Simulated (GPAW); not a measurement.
# GaSb (F-43m) in GPAW: further runs

Runs on GaSb. Level: PBE. Tasks: single point.

All numbers are computed with GPAW 26.7.0; they aren't measurements. Logs are shortened: lines on timing, memory, paths and dates and some standing lists are left out, and cuts for length are marked. The log counts tension as positive stress, the text compression.

**1. The structure**

The structure is cubic, space group F-43m (No. 216). The conventional cell has a = 6.118 Å, b = 6.118 Å, c = 6.118 Å, α = 90.00°, β = 90.00°, γ = 90.00°. Around Sb (site symmetry -43m) lie 4 Ga at 2.65 Å. Ga (site symmetry -43m) is surrounded by 4 Sb at 2.65 Å.

**2. Single point, PBE**

Contents of run.py:

```python
from ase import Atoms
from ase.dft.bandgap import bandgap
from ase.io import write
from ase.units import GPa
from gpaw import GPAW, PW

atoms = Atoms(['Sb', 'Ga'],
              cell=[[0.0, 3.059, 3.059],
                    [3.059, 0.0, 3.059],
                    [3.059, 3.059, 0.0]],
              scaled_positions=[[0.75, 0.75, 0.75],
                                [0.0, 0.0, 0.0]],
              pbc=True)

calc = GPAW(mode=PW(400),
            xc='PBE',
            kpts={'size': (6, 6, 6), 'gamma': True},
            occupations={'name': 'fermi-dirac', 'width': 0.05},
            nbands=18,
            convergence={'density': 1e-05, 'energy': 1e-05},
            maxiter=50,
            txt='gpaw.txt')
atoms.calc = calc
energy = atoms.get_potential_energy()
forces = atoms.get_forces()
stress = atoms.get_stress()
calc.write('gs.gpw')
write('result.traj', atoms)
print(f'Energy: {energy:.6f} eV')
print('Forces (eV/A):')
print(forces.round(4))
print('Stress (GPa):', (stress / GPa).round(3))
print('Fermi level:', round(calc.get_fermi_level(), 4), 'eV')
print(f'Gap: {bandgap(calc)[0]:.4f} eV, direct: {bandgap(calc, direct=True)[0]:.4f} eV')
```

Potentials or basis: GPAW PAW data sets (gpaw-data 1.2.1), pw.

On the command line:

```bash
OMP_NUM_THREADS=1 python run.py
```

gpaw.txt:

```text
__  _  _
 | _ |_)|_||  |
 |__||  | ||/\| - 26.7.0

Input parameters:
  mode=PW(ecut=400.0),
  convergence={'density': 1e-05, 'energy': 1e-05},
  kpts=MonkhorstPack(size=(6, 6, 6), gamma=True),
  maxiter=50,
  nbands=18,
  occupations=Occupations(name='fermi-dirac', width=0.05),
  xc=XC(name='PBE')

Diagonalizing LCAO Hamiltonian
Converting LCAO to pw mode

                     Sb

       Ga

Atoms  # Å, Bohr magnetons
|   | symbol |        x |        y |        z |    initial magnetic moments |
|---|--------|----------|----------|----------|-----------------------------|
| 0 |     Sb | 4.588500 | 4.588500 | 4.588500 | ( 0.0000,  0.0000,  0.0000) |
| 1 |     Ga | 0.000000 | 0.000000 | 0.000000 | ( 0.0000,  0.0000,  0.0000) |

Unit cell  # Å
| periodic |        x |        y |        z |  lengths |    angles |
|----------|----------|----------|----------|----------|-----------|
|      yes | 0.000000 | 3.059000 | 3.059000 | 4.326079 | 60.000000 |
|      yes | 3.059000 | 0.000000 | 3.059000 | 4.326079 | 60.000000 |
|      yes | 3.059000 | 3.059000 | 0.000000 | 4.326079 | 60.000000 |

Number of symmetries: 24
Symmetry operations  # r_c * U_cc + t_c -> r_c
|    | kind |            matrix            |
|----|------|------------------------------|
|  0 |  E   |  1, 0, 0,  0, 1, 0,  0, 0, 1 |
|  1 |  σ   |  1, 0, 0,  0, 0, 1,  0, 1, 0 |
|  2 |  σ   |  1, 0,-1,  0, 1,-1,  0, 0,-1 |
|  3 |  C3  |  1, 0,-1,  0, 0,-1,  0, 1,-1 |
|  4 |  C3  |  1,-1, 0,  0,-1, 1,  0,-1, 0 |
|  5 |  σ   |  1,-1, 0,  0,-1, 0,  0,-1, 1 |
|  6 |  σ   |  0, 1, 0,  1, 0, 0,  0, 0, 1 |
|  7 |  C3  |  0, 1, 0,  0, 0, 1,  1, 0, 0 |
|  8 |  C2  |  0, 1,-1,  1, 0,-1,  0, 0,-1 |
|  9 |  S4  |  0, 1,-1,  0, 0,-1,  1, 0,-1 |
| 10 |  C3  |  0, 0, 1,  1, 0, 0,  0, 1, 0 |
| 11 |  σ   |  0, 0, 1,  0, 1, 0,  1, 0, 0 |
| 12 |  S4  |  0, 0,-1,  1, 0,-1,  0, 1,-1 |
| 13 |  C3  |  0, 0,-1,  0, 1,-1,  1, 0,-1 |
| 14 |  S4  |  0,-1, 1,  1,-1, 0,  0,-1, 0 |
| 15 |  C2  |  0,-1, 1,  0,-1, 0,  1,-1, 0 |
| 16 |  C3  |  0,-1, 0,  1,-1, 0,  0,-1, 1 |
| 17 |  S4  |  0,-1, 0,  0,-1, 1,  1,-1, 0 |
| 18 |  S4  | -1, 1, 0, -1, 0, 1, -1, 0, 0 |
| 19 |  C3  | -1, 1, 0, -1, 0, 0, -1, 0, 1 |
| 20 |  C3  | -1, 0, 1, -1, 1, 0, -1, 0, 0 |
| 21 |  S4  | -1, 0, 1, -1, 0, 0, -1, 1, 0 |
| 22 |  σ   | -1, 0, 0, -1, 1, 0, -1, 0, 1 |
| 23 |  C2  | -1, 0, 0, -1, 0, 1, -1, 1, 0 |

BZ-sampling:
  Number of BZ points: 216
  Number of IBZ points: 16

  Monkhorst-Pack size: [6, 6, 6]
  Monkhorst-Pack shift: [0.08333333333333333, 0.08333333333333333, 0.08333333333333333]

K-points  # in reciprocal-cell coordinates
|     |                                coordinates |     weight |
|-----|--------------------------------------------|------------|
|   0 | (  0.00000000,   0.00000000,   0.00000000) | 0.00462963 |
|   1 | (  0.16666667,   0.16666667,   0.00000000) | 0.02777778 |
|   2 | (  0.16666667,   0.16666667,   0.16666667) | 0.03703704 |
|   3 | (  0.33333333,   0.16666667,   0.16666667) | 0.05555556 |
|   4 | (  0.33333333,   0.33333333,  -0.33333333) | 0.05555556 |
|   5 | (  0.33333333,   0.33333333,   0.00000000) | 0.02777778 |
|   6 | (  0.33333333,   0.33333333,   0.16666667) | 0.11111111 |
|   7 | (  0.33333333,   0.33333333,   0.33333333) | 0.03703704 |
|   8 | (  0.50000000,   0.33333333,  -0.33333333) | 0.11111111 |
|   9 | (  0.50000000,   0.33333333,  -0.16666667) | 0.05555556 |
| ... |                                            |            |
|  15 | (  0.50000000,   0.50000000,   0.50000000) | 0.01851852 |

Plane wave coefficients: 1056
Cutoff: 400.0 eV

Spin-components: 1 (collinear spins)
Bands:           18
Projectors:      11
Spin-degeneracy: 2
Datatype:        complex128

Parallelization:
  kpt:    1
  domain: 1
  band:   1

Density:
  Valence electrons: 18.0
  Components: 1
  Grid points: [20 20 20]
  Charge: 0.0  # |e|

Potential:
  Grid points: [20 20 20]

species:
  Sb:
    name:    Antimony
    Z:       51.0
    valence: 15
    core:    36
    charge:  0.0  # [|e|]
    compensation charges:
      type: gauss
      rc: 0.36  # [Å]
      lmax: 2
    cutoffs:
      filter: 2.23  # [Å]
      core: 2.23  # [Å]
    projectors
    | kind |    occ | energy [eV] | rcut [Å] |
    |------|--------|-------------|----------|
    |   5s |  2.000 |     -12.815 |    1.154 |
    |   5p |  3.000 |      -4.830 |    1.233 |
    |   4d | 10.000 |     -33.514 |    1.196 |
    |    s |        |      14.396 |    1.154 |
    |    p |        |      22.381 |    1.233 |
    |    d |        |      -6.303 |    1.196 |

    Using partial waves for Sb as LCAO basis

  Ga:
    name:    Gallium
    Z:       31.0
    valence: 3
    core:    28
    charge:  0.0  # [|e|]
    compensation charges:
      type: gauss
      rc: 0.37  # [Å]
      lmax: 2
    cutoffs:
      filter: 2.06  # [Å]
      core: 4.17  # [Å]
    projectors
    | kind |    occ | energy [eV] | rcut [Å] |
    |------|--------|-------------|----------|
    |   4s |  2.000 |      -8.945 |    1.164 |
    |   4p |  1.000 |      -2.580 |    1.164 |
    |    s |        |      18.266 |    1.164 |
    |    p |        |      24.631 |    1.164 |
    |    d |        |       0.000 |    1.164 |

    Using partial waves for Ga as LCAO basis

Reference energy: -229166.229777  # eV

eigensolver:
  PPCG
  Converge bands: occupied
  niter=2

density mixing:
  MSR1-Mixer
  Pratt-step length: 0.05
  Maximum mixing coefficient: 0.75
  Old densities: 10
  SVD Regularization: 0.005
  Good broyden scale: 1.0
  Trust region scale: 1.0
  Backstep threshold: 4.0
  History deletion threshold: 6.0
  Fourier metric: weight=20.0, sigma=0.015

occupation numbers:
  Fermi-Dirac:
    width: 0.0500  # eV

poisson solver:
  ecut: 3200.0  # eV

xc functional:
  name: PBE with 2 nearest neighbor stencil

convergence criteria:
- Maximum integral of absolute [dens]ity change: 1e-05 electrons / valence electron
- Maximum [total energy] change in last 3 cyles: 1e-05 eV / valence electron
- Maximum integral of absolute [eigenst]ate change: 4e-08 eV^2 / valence electron
maximum number of iterations: 50

SCF iterations
|iter     | |      energy | eigst |  dens |
|---------|-|-------------|-------|-------|
|iter:   1| |   -7.508485 | -0.10 |       |
|iter:   2| |   -7.510245 | -2.24 | -1.28 |
|iter:   3| |   -7.491095 | -2.60 | -1.31 |
|iter:   4| |   -7.493197 | -3.32 | -1.85 |
|iter:   5| |   -7.493585 | -4.30 | -2.59 |
|iter:   6| |   -7.493695 | -5.12 | -2.99 |
|iter:   7| |   -7.493696c| -6.70 | -4.15 |
|iter:   8| |   -7.493696c| -7.64c| -4.58 |
|iter:   9| |   -7.493696c| -8.23c| -5.35c|

Converged in 9 steps
Energy contributions relative to reference atoms: (reference = -229166.229777)

Energy contributions:
  Kinetic:          14.845008
  Coulomb:         -13.097675
  Zero:              0.238312
  External:          0.000000
  Xc:               -9.478866
  Entropy:          -0.000948
  Spinorbit:         0.000000
  ----------------------------
  Free energy:      -7.494170
  Extrapolated:     -7.493696

dipole moment: (-11.014004, -11.014004, -11.014004)  # |e|*Ang

Fermi level: 4.972
Eigenvalues  # (at kpt = [0.000, 0.000, 0.000])
| band index |      eig [eV] | occ [0-2] |
|------------|---------------|-----------|
|          0 |       -23.834 |     2.000 |
|          1 |       -23.834 |     2.000 |
|          2 |       -23.834 |     2.000 |
|          3 |       -23.816 |     2.000 |
|          4 |       -23.816 |     2.000 |
|          5 |        -6.556 |     2.000 |
[... 10 lines left out ...]
|         16 |        14.429 |     0.000 |
|         17 |        14.429 |     0.000 |

Gap: 0.088 eV
Transition (v -> c):
  (s=0, k=0, n=8, [0.00, 0.00, 0.00]) -> (s=0, k=0, n=9, [0.00, 0.00, 0.00])
No difference between direct/indirect transitions

Forces  # eV/Ang
|       x |        y |        z |
|---------|----------|----------|
| 0.00000 | -0.00000 |  0.00000 |  # Sb   0
| 0.00000 |  0.00000 | -0.00000 |  # Ga   1

Stress tensor  # eV/Ang^3
|         x |         y |         z |
|-----------|-----------|-----------|
| -0.003134 | -0.000000 |  0.000000 |
| -0.000000 | -0.003134 |  0.000000 |
|  0.000000 |  0.000000 | -0.003134 |

# Writing to gs.gpw (mode='')
```

It took 12 s on 1 thread of AMD EPYC, shared host; peak memory 0.13 GiB.

These settings aren't checked as converged: the numbers below hold their error.

What came out:

| Quantity | Value |
| --- | --- |
| Free energy | -7.4942 eV |
| Pressure | 0.5 GPa |
| Band gap on the k mesh | 0.09 eV, direct |

Caveat: the cutoff is short for stress and forces, so pressures can be off by a GPa or more; spin-orbit coupling is left out, which moves the levels of the heavy elements.

**3. Single point, PBE**

Contents of run.py:

```python
import spglib
from ase import Atoms
from ase.dft.bandgap import bandgap
from ase.io import read, write
from ase.units import GPa
from gpaw import GPAW, PW

atoms = read('GaSb.cif')
cell, positions, numbers = spglib.find_primitive(
    (atoms.cell[:], atoms.get_scaled_positions(), atoms.numbers), symprec=1e-4)
atoms = Atoms(numbers, cell=cell, scaled_positions=positions, pbc=True)

calc = GPAW(mode=PW(600),
            xc='PBE',
            kpts={'size': (5, 5, 5), 'gamma': True},
            occupations={'name': 'fermi-dirac', 'width': 0.05},
            nbands=18,
            convergence={'density': 1e-05, 'energy': 1e-05},
            maxiter=100,
            txt='gpaw.txt')
atoms.calc = calc
energy = atoms.get_potential_energy()
forces = atoms.get_forces()
stress = atoms.get_stress()
calc.write('gs.gpw')
write('result.traj', atoms)
print(f'Energy: {energy:.6f} eV')
print('Forces (eV/A):')
print(forces.round(4))
print('Stress (GPa):', (stress / GPa).round(3))
print('Fermi level:', round(calc.get_fermi_level(), 4), 'eV')
print(f'Gap: {bandgap(calc)[0]:.4f} eV, direct: {bandgap(calc, direct=True)[0]:.4f} eV')
```

Contents of GaSb.cif:

```cif
data_GaSb
_cell_length_a 6.11800000
_cell_length_b 6.11800000
_cell_length_c 6.11800000
_cell_angle_alpha 90.00000000
_cell_angle_beta 90.00000000
_cell_angle_gamma 90.00000000
_space_group_name_H-M_alt 'F-43m'
_space_group_name_Hall 'F -4 2 3'
_space_group_IT_number 216
loop_
_space_group_symop_operation_xyz
'x,y,z'
'y,-x,-z'
'-x,-y,z'
'-y,x,-z'
'x,-y,-z'
'y,x,z'
'-x,y,-z'
'-y,-x,z'
'z,x,y'
'-z,y,-x'
'z,-x,-y'
'-z,-y,x'
'-z,x,-y'
'z,y,x'
'-z,-x,y'
'z,-y,-x'
'y,z,x'
'-x,-z,y'
'-y,z,-x'
'x,-z,-y'
'-y,-z,x'
'x,z,y'
'y,-z,-x'
'-x,z,-y'
'x,y+1/2,z+1/2'
'y,-x+1/2,-z+1/2'
'-x,-y+1/2,z+1/2'
'-y,x+1/2,-z+1/2'
'x,-y+1/2,-z+1/2'
'y,x+1/2,z+1/2'
'-x,y+1/2,-z+1/2'
'-y,-x+1/2,z+1/2'
'z,x+1/2,y+1/2'
'-z,y+1/2,-x+1/2'
'z,-x+1/2,-y+1/2'
'-z,-y+1/2,x+1/2'
'-z,x+1/2,-y+1/2'
'z,y+1/2,x+1/2'
'-z,-x+1/2,y+1/2'
'z,-y+1/2,-x+1/2'
'y,z+1/2,x+1/2'
'-x,-z+1/2,y+1/2'
'-y,z+1/2,-x+1/2'
'x,-z+1/2,-y+1/2'
'-y,-z+1/2,x+1/2'
'x,z+1/2,y+1/2'
'y,-z+1/2,-x+1/2'
'-x,z+1/2,-y+1/2'
'x+1/2,y,z+1/2'
'y+1/2,-x,-z+1/2'
'-x+1/2,-y,z+1/2'
'-y+1/2,x,-z+1/2'
'x+1/2,-y,-z+1/2'
'y+1/2,x,z+1/2'
'-x+1/2,y,-z+1/2'
'-y+1/2,-x,z+1/2'
'z+1/2,x,y+1/2'
'-z+1/2,y,-x+1/2'
'z+1/2,-x,-y+1/2'
'-z+1/2,-y,x+1/2'
'-z+1/2,x,-y+1/2'
'z+1/2,y,x+1/2'
'-z+1/2,-x,y+1/2'
'z+1/2,-y,-x+1/2'
'y+1/2,z,x+1/2'
'-x+1/2,-z,y+1/2'
'-y+1/2,z,-x+1/2'
'x+1/2,-z,-y+1/2'
'-y+1/2,-z,x+1/2'
'x+1/2,z,y+1/2'
'y+1/2,-z,-x+1/2'
'-x+1/2,z,-y+1/2'
'x+1/2,y+1/2,z'
'y+1/2,-x+1/2,-z'
'-x+1/2,-y+1/2,z'
'-y+1/2,x+1/2,-z'
'x+1/2,-y+1/2,-z'
'y+1/2,x+1/2,z'
'-x+1/2,y+1/2,-z'
'-y+1/2,-x+1/2,z'
'z+1/2,x+1/2,y'
'-z+1/2,y+1/2,-x'
'z+1/2,-x+1/2,-y'
'-z+1/2,-y+1/2,x'
'-z+1/2,x+1/2,-y'
'z+1/2,y+1/2,x'
'-z+1/2,-x+1/2,y'
'z+1/2,-y+1/2,-x'
'y+1/2,z+1/2,x'
'-x+1/2,-z+1/2,y'
'-y+1/2,z+1/2,-x'
'x+1/2,-z+1/2,-y'
'-y+1/2,-z+1/2,x'
'x+1/2,z+1/2,y'
'y+1/2,-z+1/2,-x'
'-x+1/2,z+1/2,-y'
loop_
_atom_site_label
_atom_site_type_symbol
_atom_site_symmetry_multiplicity
_atom_site_Wyckoff_symbol
_atom_site_fract_x
_atom_site_fract_y
_atom_site_fract_z
_atom_site_occupancy
Sb1 Sb 4 c 0.2500000000 0.2500000000 0.2500000000 1
Ga1 Ga 4 a 0.0000000000 0.0000000000 0.0000000000 1
```

Potentials or basis: GPAW PAW data sets (gpaw-data 1.2.1), pw.

On the command line:

```bash
OMP_NUM_THREADS=1 python run.py
```

gpaw.txt:

```text
__  _  _
 | _ |_)|_||  |
 |__||  | ||/\| - 26.7.0

Input parameters:
  mode=PW(ecut=600.0),
  convergence={'density': 1e-05, 'energy': 1e-05},
  kpts=MonkhorstPack(size=(5, 5, 5), gamma=True),
  maxiter=100,
  nbands=18,
  occupations=Occupations(name='fermi-dirac', width=0.05),
  xc=XC(name='PBE')

Diagonalizing LCAO Hamiltonian
Converting LCAO to pw mode

            Sb

       Ga

Atoms  # Å, Bohr magnetons
|   | symbol |        x |        y |        z |    initial magnetic moments |
|---|--------|----------|----------|----------|-----------------------------|
| 0 |     Sb | 1.529500 | 1.529500 | 1.529500 | ( 0.0000,  0.0000,  0.0000) |
| 1 |     Ga | 0.000000 | 0.000000 | 0.000000 | ( 0.0000,  0.0000,  0.0000) |

Unit cell  # Å
| periodic |        x |        y |        z |  lengths |    angles |
|----------|----------|----------|----------|----------|-----------|
|      yes | 0.000000 | 3.059000 | 3.059000 | 4.326079 | 60.000000 |
|      yes | 3.059000 | 0.000000 | 3.059000 | 4.326079 | 60.000000 |
|      yes | 3.059000 | 3.059000 | 0.000000 | 4.326079 | 60.000000 |

Number of symmetries: 24
Symmetry operations  # r_c * U_cc + t_c -> r_c
|    | kind |            matrix            |
|----|------|------------------------------|
|  0 |  E   |  1, 0, 0,  0, 1, 0,  0, 0, 1 |
|  1 |  σ   |  1, 0, 0,  0, 0, 1,  0, 1, 0 |
|  2 |  σ   |  1, 0,-1,  0, 1,-1,  0, 0,-1 |
|  3 |  C3  |  1, 0,-1,  0, 0,-1,  0, 1,-1 |
|  4 |  C3  |  1,-1, 0,  0,-1, 1,  0,-1, 0 |
|  5 |  σ   |  1,-1, 0,  0,-1, 0,  0,-1, 1 |
|  6 |  σ   |  0, 1, 0,  1, 0, 0,  0, 0, 1 |
|  7 |  C3  |  0, 1, 0,  0, 0, 1,  1, 0, 0 |
|  8 |  C2  |  0, 1,-1,  1, 0,-1,  0, 0,-1 |
|  9 |  S4  |  0, 1,-1,  0, 0,-1,  1, 0,-1 |
| 10 |  C3  |  0, 0, 1,  1, 0, 0,  0, 1, 0 |
| 11 |  σ   |  0, 0, 1,  0, 1, 0,  1, 0, 0 |
[... 141 lines left out ...]

SCF iterations
|iter     | |      energy | eigst |  dens |
|---------|-|-------------|-------|-------|
|iter:   1| |   -7.593166 | +0.19 |       |
|iter:   2| |   -7.595889 | -2.01 | -1.27 |
|iter:   3| |   -7.577077 | -2.45 | -1.30 |
|iter:   4| |   -7.579143 | -3.14 | -1.84 |
|iter:   5| |   -7.579504 | -4.20 | -2.57 |
|iter:   6| |   -7.579648 | -4.85 | -2.95 |
|iter:   7| |   -7.579649c| -6.63 | -4.12 |
|iter:   8| |   -7.579649c| -7.47c| -4.57 |
|iter:   9| |   -7.579649c| -8.34c| -5.39c|

Converged in 9 steps
Energy contributions relative to reference atoms: (reference = -229166.229777)

Energy contributions:
  Kinetic:          12.443264
  Coulomb:         -10.823264
  Zero:              0.192987
  External:          0.000000
  Xc:               -9.391829
  Entropy:          -0.001616
  Spinorbit:         0.000000
  ----------------------------
  Free energy:      -7.580458
  Extrapolated:     -7.579649

dipole moment: (-20.263332, -20.263332, -20.263332)  # |e|*Ang

Fermi level: 4.979
Eigenvalues  # (at kpt = [0.000, 0.000, 0.000])
| band index |      eig [eV] | occ [0-2] |
|------------|---------------|-----------|
|          0 |       -23.833 |     2.000 |
|          1 |       -23.833 |     2.000 |
|          2 |       -23.833 |     2.000 |
|          3 |       -23.817 |     2.000 |
|          4 |       -23.817 |     2.000 |
|          5 |        -6.546 |     2.000 |
[... 10 lines left out ...]
|         16 |        14.433 |     0.000 |
|         17 |        14.433 |     0.000 |

Gap: 0.089 eV
Transition (v -> c):
  (s=0, k=0, n=8, [0.00, 0.00, 0.00]) -> (s=0, k=0, n=9, [0.00, 0.00, 0.00])
No difference between direct/indirect transitions

Forces  # eV/Ang
|        x |        y |       z |
|----------|----------|---------|
| -0.00000 | -0.00000 | 0.00000 |  # Sb   0
|  0.00000 |  0.00000 | 0.00000 |  # Ga   1

Stress tensor  # eV/Ang^3
|         x |         y |         z |
|-----------|-----------|-----------|
| -0.015523 |  0.000000 |  0.000000 |
|  0.000000 | -0.015523 | -0.000000 |
|  0.000000 | -0.000000 | -0.015523 |

# Writing to gs.gpw (mode='')
```

Run time: 8.4 s. Hardware: 1 thread of Intel Xeon Platinum 8259CL at 2.50GHz (Skylake/Cascade Lake), shared host; peak memory 0.15 GiB.

What came out:

- Free energy: -7.5805 eV
- Pressure: 2.5 GPa
- Band gap on the k mesh: 0.09 eV, direct

Caveat: spin-orbit coupling is left out, which moves the levels of the heavy elements; an odd mesh through Γ misses points on the zone boundary, where band edges often lie.
